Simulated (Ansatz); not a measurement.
Moving the pressure in Zr

The cell as given:

```cif
data_structure
_symmetry_space_group_name_H-M 'P6_3/mmc'
_symmetry_Int_Tables_number 194
_cell_length_a 3.2320
_cell_length_b 3.2320
_cell_length_c 5.1470
_cell_angle_alpha 90.000
_cell_angle_beta 90.000
_cell_angle_gamma 120.000
_cell_volume 46.56
loop_
_atom_site_label
_atom_site_type_symbol
_atom_site_symmetry_multiplicity
_atom_site_Wyckoff_symbol
_atom_site_fract_x
_atom_site_fract_y
_atom_site_fract_z
_atom_site_occupancy
Zr1 Zr 2 c 0.66667 0.33333 0.75000 1
```

Kept alike: task relaxation of cell and atoms; functional PBE; k mesh 9 × 9 × 5; occupations fermi-dirac, width 0.05 eV; no spin polarisation. Program: Ansatz, all-electron LAPW, scalar-relativistic. The mesh is that of the run's cell of 2 atoms. No spin-orbit coupling.

| pressure, P (GPa) | volume (Å³/atom) | first edge of the run's cell (Å) | third edge of the run's cell (Å) |
| --- | --- | --- | --- |
| 0 | 23.394 | 3.228 | 5.183 |
| 2 | 22.917 | 3.205 | 5.153 |
| 5 | 22.269 | 3.172 | 5.111 |
| 10 | 21.333 | 3.122 | 5.054 |
| 20 | 19.802 | 3.032 | 4.974 |

The relaxations keep at least the cell's symmetry (P6_3/mmc). For a metal such a mesh leaves the last digits unconverged. Runs of this series that gave no sound value for these columns are left out. The runs follow the start's structure, whether or not it is the stable one at these pressures.

The volume falls from 23.394 to 19.802 Å³/atom between 0 and 20 GPa. The volume falls ever more slowly, since the solid stiffens under load. At the pressures aimed at, which the runs meet within some tenths of a GPa, the step from 0 to 5 GPa gives a mean bulk modulus near 101 GPa, the last step 134 GPa. The first edge of the run's cell falls from 3.228 to 3.032 Å between 0 and 20 GPa. The third edge of the run's cell falls from 5.183 to 4.974 Å between 0 and 20 GPa.

Compression is anisotropic: the basal edge shortens proportionally more than the c axis in every step, so c/a rises throughout. It starts below the ideal close-packed value and ends slightly above it at 20 GPa. The hexagonal layers therefore yield more readily in-plane than along their stacking direction, and the volume alone hides this change of shape.

The likely electronic background is the transfer of s electrons into the d band, familiar in the group 4 metals. Under compression the broad s-p states rise relative to the d states, and the growing d occupation alters the directional bonding that sets the axial ratio. The general stiffening needs no such transfer, since shorter contacts already steepen the repulsion between the ions and raise the kinetic energy of the electrons.

Zirconium is known to transform from hcp to the omega phase within this pressure range, so the upper rows probably trace a metastable continuation of hcp. The smooth shrinkage of the cell is no evidence against that transition, which is reconstructive and need not announce itself in the lattice parameters of the parent phase.
